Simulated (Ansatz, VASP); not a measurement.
## ZnS in VASP and in Ansatz

Contents of INCAR:

```
SYSTEM = ZnS
PREC = Accurate
ENCUT = 520
EDIFF = 1E-7
ISMEAR = 0
SIGMA = 0.01
LREAL = .False.
LASPH = .True.
NELM = 100
ALGO = Normal
ISIF = 2
LWAVE = .False.
LCHARG = .False.
GGA = PE
NBANDS = 16
```

File KPOINTS:

```
Automatic mesh
0
Gamma
  6 6 6
  0 0 0
```

File POSCAR:

```
ZnS
1.0
    0.0000000000      2.7748753364      2.7748753364
    2.7748753364      0.0000000000      2.7748753364
    2.7748753364      2.7748753364      0.0000000000
Zn S
1 1
Direct
    0.2500000000      0.2500000000      0.2500000000
    0.0000000000      0.0000000000      0.0000000000
```

Input for Ansatz:

```yaml
crystal:
  lattice:
    - [0.0, 2.7748753364, 2.7748753364]
    - [2.7748753364, 0.0, 2.7748753364]
    - [2.7748753364, 2.7748753364, 0.0]
  atoms:
    - { symbol: Zn, position: [0.25, 0.25, 0.25] }
    - { symbol: S, position: [0.0, 0.0, 0.0] }
kpoints:
  mp_grid: { grid: [6, 6, 6] }
hamiltonian:
  xc: pbe
scf:
  occupations: { method: fixed }
  n_extra_bands: 4
output:
  forces: true
  stress: true
  eigenvalues: true
```

Alike in both runs: task single point; functional PBE; k mesh 6 × 6 × 6; no spin polarisation.

```csv
,VASP,Ansatz
version,VASP 6.6.1,Ansatz 0.2.0
potentials or method,"VASP PAW PBE potentials, release 64 (Zn, S)","plane waves, PAW"
plane-wave cutoff (eV),520,420
occupations,"gaussian, width 0.01 eV",fixed
valence electrons in the cell,18,18
```

Ansatz gave:

```
gap on the k mesh at the Fermi level (eV) : 1.77
pressure (GPa)                            : -3.5
```

Problem. Estimate VASP's values.

Solution. gap on the k mesh at the Fermi level (eV): 1.77; pressure (GPa): -3.4.

As with any semilocal functional, this PBE gap is likely too small.
